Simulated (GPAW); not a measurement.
# Sb (Fm-3m) in GPAW: convergence with plane-wave cutoff (eV)

Aim: find how far plane-wave cutoff (eV) must go before the results for Sb settle, at PBE. This setting moves, with any that are tied to it; all else stays.

All numbers are computed with GPAW 26.7.0; they aren't measurements. Logs are shortened: lines on timing, memory, paths and dates and some standing lists are left out, and cuts for length are marked. The log counts tension as positive stress, the text compression.

### Step 1. Starting point

The structure is cubic, space group Fm-3m (No. 225). Conventional cell: a = 4.742 Å, b = 4.742 Å, c = 4.742 Å, α = 90.00°, β = 90.00°, γ = 90.00°. Around Sb (site symmetry m-3m) lie 12 Sb at 3.35 Å.

This isn't the form of Sb at room conditions, which is rhombohedral.

### Step 2. With plane-wave cutoff (eV) 200

File run.py:

```python
from ase.dft.bandgap import bandgap
from ase.io import read, write
from ase.units import GPa
from gpaw import GPAW, PW

atoms = read('POSCAR')

calc = GPAW(mode=PW(200),
            xc='PBE',
            kpts={'size': (10, 10, 10), 'gamma': True},
            occupations={'name': 'fermi-dirac', 'width': 0.05},
            nbands=15,
            convergence={'density': 1e-05, 'energy': 1e-05},
            maxiter=100,
            txt='gpaw.txt')
atoms.calc = calc
energy = atoms.get_potential_energy()
forces = atoms.get_forces()
stress = atoms.get_stress()
calc.write('gs.gpw')
write('result.traj', atoms)
print(f'Energy: {energy:.6f} eV')
print('Forces (eV/A):')
print(forces.round(4))
print('Stress (GPa):', (stress / GPa).round(3))
print('Fermi level:', round(calc.get_fermi_level(), 4), 'eV')
print(f'Gap: {bandgap(calc)[0]:.4f} eV, direct: {bandgap(calc, direct=True)[0]:.4f} eV')
```

File POSCAR:

```
Sb
1.0
    0.0000000000      2.3712425216      2.3712425216
    2.3712425216      0.0000000000      2.3712425216
    2.3712425216      2.3712425216      0.0000000000
Sb
1
Direct
    0.0000000000      0.0000000000      0.0000000000
```

Potentials or basis: GPAW PAW data sets (gpaw-data 1.2.1), pw.

On the command line:

```bash
$ OMP_NUM_THREADS=1 python run.py
```

Run time: 3.3 s. Hardware: 1 thread of Arm Neoverse V2, shared host; peak memory 0.12 GiB.

What came out:

* Free energy: -3.0553 eV
* Pressure: -3.3 GPa
* Band gap on the k mesh: none (metal or under the smearing width)

### Step 3. With plane-wave cutoff (eV) 250

run.py, as its differences from that of step 2:

```diff
@@ -7,3 +7,3 @@
 
-calc = GPAW(mode=PW(200),
+calc = GPAW(mode=PW(250),
             xc='PBE',
```

POSCAR is that of step 2.

Potentials or basis: GPAW PAW data sets (gpaw-data 1.2.1), pw.

On the command line:

```bash
$ OMP_NUM_THREADS=1 python run.py
```

Run time: 4.2 s. Hardware: 1 thread of Arm Neoverse V2, shared host; peak memory 0.12 GiB.

Results:

```
Free energy            : -3.1588 eV
Pressure               : -2.5 GPa
Band gap on the k mesh : none (metal or under the smearing width)
```

### Step 4. With plane-wave cutoff (eV) 300

run.py, as its differences from that of step 3:

```diff
@@ -7,3 +7,3 @@
 
-calc = GPAW(mode=PW(250),
+calc = GPAW(mode=PW(300),
             xc='PBE',
```

POSCAR is that of step 3.

On the command line:

```bash
$ OMP_NUM_THREADS=1 python run.py
```

It took 4.3 s on 1 thread of Arm Neoverse V2, shared host; peak memory 0.12 GiB.

What came out:

```yaml
Free_energy: -3.4654 eV
Pressure: -6.6 GPa
Band_gap_on_the_k_mesh: none (metal or under the smearing width)
```

### Step 5. With plane-wave cutoff (eV) 350

run.py, as its differences from that of step 4:

```diff
@@ -7,3 +7,3 @@
 
-calc = GPAW(mode=PW(300),
+calc = GPAW(mode=PW(350),
             xc='PBE',
```

POSCAR is that of step 4.

On the command line:

```bash
$ OMP_NUM_THREADS=1 python run.py
```

It took 4.9 s on 1 thread of Arm Neoverse V2, shared host; peak memory 0.12 GiB.

What came out:

| Item | Value |
| --- | --- |
| Free energy | -3.7745 eV |
| Pressure | -5.4 GPa |
| Band gap on the k mesh | none (metal or under the smearing width) |

### Step 6. With plane-wave cutoff (eV) 400

run.py, as its differences from that of step 5:

```diff
@@ -7,3 +7,3 @@
 
-calc = GPAW(mode=PW(350),
+calc = GPAW(mode=PW(400),
             xc='PBE',
```

POSCAR is that of step 5.

Potentials or basis: GPAW PAW data sets (gpaw-data 1.2.1), pw.

On the command line:

```bash
$ OMP_NUM_THREADS=1 python run.py
```

It took 5 s on 1 thread of Arm Neoverse V2, shared host; peak memory 0.13 GiB.

Results:

```yaml
Free_energy: -3.9599 eV
Pressure: -2.5 GPa
Band_gap_on_the_k_mesh: none (metal or under the smearing width)
```

### Step 7. With plane-wave cutoff (eV) 500

run.py, as its differences from that of step 6:

```diff
@@ -7,3 +7,3 @@
 
-calc = GPAW(mode=PW(400),
+calc = GPAW(mode=PW(500),
             xc='PBE',
```

POSCAR is that of step 6.

On the command line:

```bash
$ OMP_NUM_THREADS=1 python run.py
```

Run time: 8.3 s. Hardware: 1 thread of Arm Neoverse V2, shared host; peak memory 0.13 GiB.

The run converged. Its results:

* Free energy: -4.0756 eV
* Pressure: 0.9 GPa
* Band gap on the k mesh: none (metal or under the smearing width)

### Step 8. With plane-wave cutoff (eV) 600

run.py, as its differences from that of step 7:

```diff
@@ -7,3 +7,3 @@
 
-calc = GPAW(mode=PW(500),
+calc = GPAW(mode=PW(600),
             xc='PBE',
```

POSCAR is that of step 7.

On the command line:

```bash
$ OMP_NUM_THREADS=1 python run.py
```

It took 7.9 s on 1 thread of Arm Neoverse V2, shared host; peak memory 0.14 GiB.

The run converged. Its results:

- Free energy: -4.0862 eV
- Pressure: 1.5 GPa
- Band gap on the k mesh: none (metal or under the smearing width)

### Step 9. With plane-wave cutoff (eV) 800

run.py, as its differences from that of step 8:

```diff
@@ -7,3 +7,3 @@
 
-calc = GPAW(mode=PW(600),
+calc = GPAW(mode=PW(800),
             xc='PBE',
```

POSCAR is that of step 8.

Potentials or basis: GPAW PAW data sets (gpaw-data 1.2.1), pw.

On the command line:

```bash
$ OMP_NUM_THREADS=1 python run.py
```

Run time: 15 s. Hardware: 1 thread of Arm Neoverse V2, shared host; peak memory 0.16 GiB.

The run converged. Its results:

* Free energy: -4.0867 eV
* Pressure: 1.6 GPa
* Band gap on the k mesh: none (metal or under the smearing width)

### Step 10. With plane-wave cutoff (eV) 1000

run.py, as its differences from that of step 9:

```diff
@@ -7,3 +7,3 @@
 
-calc = GPAW(mode=PW(800),
+calc = GPAW(mode=PW(1000),
             xc='PBE',
```

POSCAR is that of step 9.

Potentials or basis: GPAW PAW data sets (gpaw-data 1.2.1), pw.

On the command line:

```bash
$ OMP_NUM_THREADS=1 python run.py
```

gpaw.txt:

```text
__  _  _
 | _ |_)|_||  |
 |__||  | ||/\| - 26.7.0

Input parameters:
  mode=PW(ecut=1000.0),
  convergence={'density': 1e-05, 'energy': 1e-05},
  kpts=MonkhorstPack(size=(10, 10, 10), gamma=True),
  maxiter=100,
  nbands=15,
  occupations=Occupations(name='fermi-dirac', width=0.05),
  xc=XC(name='PBE')

Diagonalizing LCAO Hamiltonian
Converting LCAO to pw mode

       Sb

Atoms  # Å, Bohr magnetons
|   | symbol |        x |        y |        z |    initial magnetic moments |
|---|--------|----------|----------|----------|-----------------------------|
| 0 |     Sb | 0.000000 | 0.000000 | 0.000000 | ( 0.0000,  0.0000,  0.0000) |

Unit cell  # Å
| periodic |        x |        y |        z |  lengths |    angles |
|----------|----------|----------|----------|----------|-----------|
|      yes | 0.000000 | 2.371243 | 2.371243 | 3.353443 | 60.000000 |
|      yes | 2.371243 | 0.000000 | 2.371243 | 3.353443 | 60.000000 |
|      yes | 2.371243 | 2.371243 | 0.000000 | 3.353443 | 60.000000 |

Number of symmetries: 48
Symmetry operations  # r_c * U_cc + t_c -> r_c
|    | kind |            matrix            |
|----|------|------------------------------|
|  0 |  σ   |  1, 0, 0,  1, 0,-1,  1,-1, 0 |
|  1 |  C2  |  1, 0, 0,  1,-1, 0,  1, 0,-1 |
|  2 |  E   |  1, 0, 0,  0, 1, 0,  0, 0, 1 |
|  3 |  σ   |  1, 0, 0,  0, 0, 1,  0, 1, 0 |
|  4 |  C4  |  1, 0,-1,  1, 0, 0,  1,-1, 0 |
|  5 |  S6  |  1, 0,-1,  1,-1, 0,  1, 0, 0 |
|  6 |  σ   |  1, 0,-1,  0, 1,-1,  0, 0,-1 |
|  7 |  C3  |  1, 0,-1,  0, 0,-1,  0, 1,-1 |
|  8 |  S6  |  1,-1, 0,  1, 0, 0,  1, 0,-1 |
|  9 |  C4  |  1,-1, 0,  1, 0,-1,  1, 0, 0 |
| 10 |  C3  |  1,-1, 0,  0,-1, 1,  0,-1, 0 |
| 11 |  σ   |  1,-1, 0,  0,-1, 0,  0,-1, 1 |
| 12 |  σ   |  0, 1, 0,  1, 0, 0,  0, 0, 1 |
| 13 |  C4  |  0, 1, 0,  0, 1,-1, -1, 1, 0 |
| 14 |  C3  |  0, 1, 0,  0, 0, 1,  1, 0, 0 |
| 15 |  S6  |  0, 1, 0, -1, 1, 0,  0, 1,-1 |
| 16 |  C2  |  0, 1,-1,  1, 0,-1,  0, 0,-1 |
| 17 |  σ   |  0, 1,-1,  0, 1, 0, -1, 1, 0 |
| 18 |  S4  |  0, 1,-1,  0, 0,-1,  1, 0,-1 |
| 19 |  C4  |  0, 1,-1, -1, 1, 0,  0, 1, 0 |
| 20 |  C3  |  0, 0, 1,  1, 0, 0,  0, 1, 0 |
| 21 |  σ   |  0, 0, 1,  0, 1, 0,  1, 0, 0 |
| 22 |  S6  |  0, 0, 1,  0,-1, 1, -1, 0, 1 |
| 23 |  C4  |  0, 0, 1, -1, 0, 1,  0,-1, 1 |
| 24 |  S4  |  0, 0,-1,  1, 0,-1,  0, 1,-1 |
| 25 |  C3  |  0, 0,-1,  0, 1,-1,  1, 0,-1 |
| 26 |  C2  |  0, 0,-1,  0,-1, 0, -1, 0, 0 |
| 27 |  S6  |  0, 0,-1, -1, 0, 0,  0,-1, 0 |
| 28 |  S4  |  0,-1, 1,  1,-1, 0,  0,-1, 0 |
| 29 |  C4  |  0,-1, 1,  0, 0, 1, -1, 0, 1 |
| 30 |  C2  |  0,-1, 1,  0,-1, 0,  1,-1, 0 |
| 31 |  σ   |  0,-1, 1, -1, 0, 1,  0, 0, 1 |
| 32 |  C3  |  0,-1, 0,  1,-1, 0,  0,-1, 1 |
| 33 |  S6  |  0,-1, 0,  0, 0,-1, -1, 0, 0 |
| 34 |  S4  |  0,-1, 0,  0,-1, 1,  1,-1, 0 |
| 35 |  C2  |  0,-1, 0, -1, 0, 0,  0, 0,-1 |
| 36 |  C2  | -1, 1, 0,  0, 1, 0,  0, 1,-1 |
| 37 |  S6  | -1, 1, 0,  0, 1,-1,  0, 1, 0 |
| 38 |  S4  | -1, 1, 0, -1, 0, 1, -1, 0, 0 |
| 39 |  C3  | -1, 1, 0, -1, 0, 0, -1, 0, 1 |
| 40 |  S6  | -1, 0, 1,  0, 0, 1,  0,-1, 1 |
| 41 |  C2  | -1, 0, 1,  0,-1, 1,  0, 0, 1 |
| 42 |  C3  | -1, 0, 1, -1, 1, 0, -1, 0, 0 |
| 43 |  S4  | -1, 0, 1, -1, 0, 0, -1, 1, 0 |
| 44 |  C2  | -1, 0, 0,  0, 0,-1,  0,-1, 0 |
| 45 |  i   | -1, 0, 0,  0,-1, 0,  0, 0,-1 |
| 46 |  σ   | -1, 0, 0, -1, 1, 0, -1, 0, 1 |
| 47 |  C2  | -1, 0, 0, -1, 0, 1, -1, 1, 0 |

BZ-sampling:
  Number of BZ points: 1000
  Number of IBZ points: 47

  Monkhorst-Pack size: [10, 10, 10]
  Monkhorst-Pack shift: [0.05, 0.05, 0.05]

K-points  # in reciprocal-cell coordinates
|     |                                coordinates |     weight |
|-----|--------------------------------------------|------------|
|   0 | (  0.00000000,   0.00000000,   0.00000000) | 0.00100000 |
|   1 | (  0.10000000,   0.10000000,   0.00000000) | 0.00600000 |
|   2 | (  0.10000000,   0.10000000,   0.10000000) | 0.00800000 |
|   3 | (  0.20000000,   0.10000000,   0.10000000) | 0.01200000 |
|   4 | (  0.20000000,   0.20000000,   0.00000000) | 0.00600000 |
|   5 | (  0.20000000,   0.20000000,   0.10000000) | 0.02400000 |
|   6 | (  0.20000000,   0.20000000,   0.20000000) | 0.00800000 |
|   7 | (  0.30000000,   0.20000000,   0.10000000) | 0.02400000 |
|   8 | (  0.30000000,   0.20000000,   0.20000000) | 0.02400000 |
|   9 | (  0.30000000,   0.30000000,   0.00000000) | 0.00600000 |
| ... |                                            |            |
|  46 | (  0.50000000,   0.50000000,   0.50000000) | 0.00400000 |

Plane wave coefficients: 1936
Cutoff: 1000.0 eV

Spin-components: 1 (collinear spins)
Bands:           15
Projectors:      6
Spin-degeneracy: 2
Datatype:        complex128

Parallelization:
  kpt:    1
  domain: 1
  band:   1

Density:
  Valence electrons: 15.0
  Components: 1
  Grid points: [25 25 25]
  Charge: 0.0  # |e|

Potential:
  Grid points: [25 25 25]

species:
  Sb:
    name:    Antimony
    Z:       51.0
    valence: 15
    core:    36
    charge:  0.0  # [|e|]
    compensation charges:
      type: gauss
      rc: 0.36  # [Å]
      lmax: 2
    cutoffs:
      filter: 2.23  # [Å]
      core: 2.23  # [Å]
    projectors
    | kind |    occ | energy [eV] | rcut [Å] |
    |------|--------|-------------|----------|
    |   5s |  2.000 |     -12.815 |    1.154 |
    |   5p |  3.000 |      -4.830 |    1.233 |
    |   4d | 10.000 |     -33.514 |    1.196 |
    |    s |        |      14.396 |    1.154 |
    |    p |        |      22.381 |    1.233 |
    |    d |        |      -6.303 |    1.196 |

    Using partial waves for Sb as LCAO basis

Reference energy: -176281.558248  # eV

eigensolver:
  PPCG
  Converge bands: occupied
  niter=2

density mixing:
  MSR1-Mixer
  Pratt-step length: 0.05
  Maximum mixing coefficient: 0.75
  Old densities: 10
  SVD Regularization: 0.005
  Good broyden scale: 1.0
  Trust region scale: 1.0
  Backstep threshold: 4.0
  History deletion threshold: 6.0
  Fourier metric: weight=20.0, sigma=0.015

occupation numbers:
  Fermi-Dirac:
    width: 0.0500  # eV

poisson solver:
  ecut: 8000.0  # eV

xc functional:
  name: PBE with 2 nearest neighbor stencil

convergence criteria:
- Maximum integral of absolute [dens]ity change: 1e-05 electrons / valence electron
- Maximum [total energy] change in last 3 cyles: 1e-05 eV / valence electron
- Maximum integral of absolute [eigenst]ate change: 4e-08 eV^2 / valence electron
maximum number of iterations: 100

SCF iterations
|iter     | |      energy | eigst |  dens |
|---------|-|-------------|-------|-------|
|iter:   1| |   -4.086645 | +0.27 |       |
|iter:   2| |   -4.088382 | -2.16 | -1.85 |
|iter:   3| |   -4.083194 | -2.66 | -1.87 |
|iter:   4| |   -4.083475 | -3.99 | -2.53 |
|iter:   5| |   -4.083529 | -5.10 | -3.02 |
|iter:   6| |   -4.083532c| -6.03 | -3.76 |
|iter:   7| |   -4.083532c| -7.56c| -4.77 |
|iter:   8| |   -4.083532c| -7.81c| -5.19c|

Converged in 8 steps
Energy contributions relative to reference atoms: (reference = -176281.558248)

Energy contributions:
  Kinetic:           0.344017
  Coulomb:          -0.651417
  Zero:              0.173953
  External:          0.000000
  Xc:               -3.946716
  Entropy:          -0.006740
  Spinorbit:         0.000000
  ----------------------------
  Free energy:      -4.086902
  Extrapolated:     -4.083532

dipole moment: (-17.155614, -17.155614, -17.155614)  # |e|*Ang

Fermi level: 8.235
Eigenvalues  # (at kpt = [0.000, 0.000, 0.000])
| band index |      eig [eV] | occ [0-2] |
|------------|---------------|-----------|
|          0 |       -21.080 |     2.000 |
|          1 |       -21.080 |     2.000 |
|          2 |       -21.080 |     2.000 |
|          3 |       -21.042 |     2.000 |
|          4 |       -21.042 |     2.000 |
|          5 |        -4.720 |     2.000 |
|          6 |        13.641 |     0.000 |
|          7 |        13.641 |     0.000 |
|          8 |        13.641 |     0.000 |
|          9 |        18.568 |     0.000 |
|         10 |        18.796 |     0.000 |
|         11 |        18.796 |     0.000 |
|         12 |        18.796 |     0.000 |
|         13 |        20.364 |     0.000 |
|         14 |        23.645 |     0.000 |

No gap
No difference between direct/indirect transitions

Forces  # eV/Ang
|        x |        y |        z |
|----------|----------|----------|
| -0.00000 | -0.00000 | -0.00000 |  # Sb   0

Stress tensor  # eV/Ang^3
|         x |         y |         z |
|-----------|-----------|-----------|
| -0.009736 |  0.000000 |  0.000000 |
|  0.000000 | -0.009736 |  0.000000 |
|  0.000000 |  0.000000 | -0.009736 |

# Writing to gs.gpw (mode='')
```

It took 15 s on 1 thread of Arm Neoverse V2, shared host; peak memory 0.17 GiB.

Results:

```yaml
Free_energy: -4.0869 eV
Pressure: 1.6 GPa
Band_gap_on_the_k_mesh: none (metal or under the smearing width)
```

### Step 11. Summary

| plane-wave cutoff (eV) | energy less the tightest run, at zero smearing (meV/atom) | pressure (GPa) | SCF cycles | CPU time (s) | peak memory (GiB) |
| --- | --- | --- | --- | --- | --- |
| 200 | 1031.62 | -3.25 | 7 | 3.3 | 0.12 |
| 250 | 928.13 | -2.51 | 8 | 4.2 | 0.12 |
| 300 | 621.52 | -6.64 | 8 | 4.3 | 0.12 |
| 350 | 312.38 | -5.41 | 8 | 4.9 | 0.12 |
| 400 | 126.98 | -2.50 | 8 | 5 | 0.13 |
| 500 | 11.26 | 0.93 | 8 | 8.2 | 0.13 |
| 600 | 0.72 | 1.53 | 8 | 7.9 | 0.14 |
| 800 | 0.21 | 1.55 | 8 | 15 | 0.16 |
| 1000 | 0.00 | 1.56 | 8 | 15 | 0.17 |

Against the tightest run, the energy stays within 1 meV/atom from 600 on; the pressure stays within 0.1 GPa from 600 on. The tightest run that finished is the yardstick and may itself not be fully converged.
